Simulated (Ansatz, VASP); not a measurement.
## KTaO3: VASP beside Ansatz

```
CELL_PARAMETERS angstrom
4.02438 0.00000 0.00000
0.00000 4.02438 0.00000
0.00000 0.00000 4.02438
ATOMIC_POSITIONS crystal
K 0.50000 0.50000 0.50000
Ta 0.00000 0.00000 0.00000
O 0.50000 0.00000 0.00000
O 0.00000 0.50000 0.00000
O 0.00000 0.00000 0.50000
```

Alike in both runs: functional PBE; k mesh 8 × 8 × 8; occupations gaussian, width 0.02 eV; no spin polarisation.

Ansatz relaxed the structure, and its values are those at the end. VASP's run is a single point on that final structure, the one shown.

|  | VASP | Ansatz |
| --- | --- | --- |
| version | VASP 6.6.1 | Ansatz 0.2.0 |
| potentials or method | VASP PAW PBE potentials, release 64 (K_sv, Ta_pv, O) | scalar-relativistic, plane waves, PAW |
| plane-wave cutoff (eV) | 520 | 420 |
| valence electrons in the cell | 38 | 40 |

```csv
,VASP,Ansatz,Ansatz less VASP
gap on the k mesh at the Fermi level (eV),2.12,2.16,+0.046
least direct gap on the mesh (eV),2.75,2.78,+0.036
pressure (GPa),0.6,0.0,-0.58
```

The two sets of potentials don't hold the same shells in valence.

Caveats: spin-orbit coupling is left out, which moves the levels of the heavy elements. Expect the measured gap to be larger: semilocal functionals such as PBE lack the derivative discontinuity. A k mesh can miss the band edges.
